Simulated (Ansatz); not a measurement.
# Ge: the cost of one run

Computed with Ansatz 0.2.0 (DFT PBE, scalar-relativistic, plane waves, PAW, unless a step's input says otherwise).

1 further run of the same task is left out (set aside as unsound or not needed).

**1. The starting structure**

The structure is cubic, space group Fd-3m (No. 227). The conventional cell has a = 5.761 Å, b = 5.761 Å, c = 5.761 Å, α = 90.00°, β = 90.00°, γ = 90.00°. Ge (site symmetry -43m) has 4 Ge at 2.49 Å as nearest neighbours.

Coordinates:

```cif
data_structure
_symmetry_space_group_name_H-M 'Fd-3m:1'
_symmetry_Int_Tables_number 227
_cell_length_a 5.7611
_cell_length_b 5.7611
_cell_length_c 5.7611
_cell_angle_alpha 90.000
_cell_angle_beta 90.000
_cell_angle_gamma 90.000
_cell_volume 191.21
loop_
_atom_site_label
_atom_site_type_symbol
_atom_site_symmetry_multiplicity
_atom_site_Wyckoff_symbol
_atom_site_fract_x
_atom_site_fract_y
_atom_site_fract_z
_atom_site_occupancy
Ge1 Ge 8 a 0.50000 0.00000 0.50000 1
```

It is the result of an earlier relaxation at this level (volume 23.90 Å³/atom; gap on the mesh: none (metal)).

**2. The bulk in the cell of the plane**

File input.yaml:

```yaml
crystal:
  lattice:
    - [4.0736913405, 0.0, 0.0]
    - [-2.0368456703, 3.5279201881, 0.0]
    - [2.0368456703, 1.175973396, 3.3261550513]
  atoms:
    - { symbol: Ge, position: [0.0, 0.5, 0.5] }
    - { symbol: Ge, position: [0.5, 0.25, 0.25] }
basis:
  ecutwfc: 420
kpoints:
  mp_grid: { grid: [9, 9, 10] }
hamiltonian:
  xc: pbe
scf:
  occupations: { method: gaussian, width: 0.1 }
output:
  forces: true
  stress: true
  eigenvalues: true
```

Started as:

```console
$ ansatz run input.yaml --threads 1 --pin off --max-ram 2560MiB --backend cpu --events-out ev --progress --plain --runs-dir out
```

What time and memory should one allow on 1 thread of AMD EPYC 9R45 (Zen 5), shared host?

About 3.2 s, with a peak of 0.49 GiB.
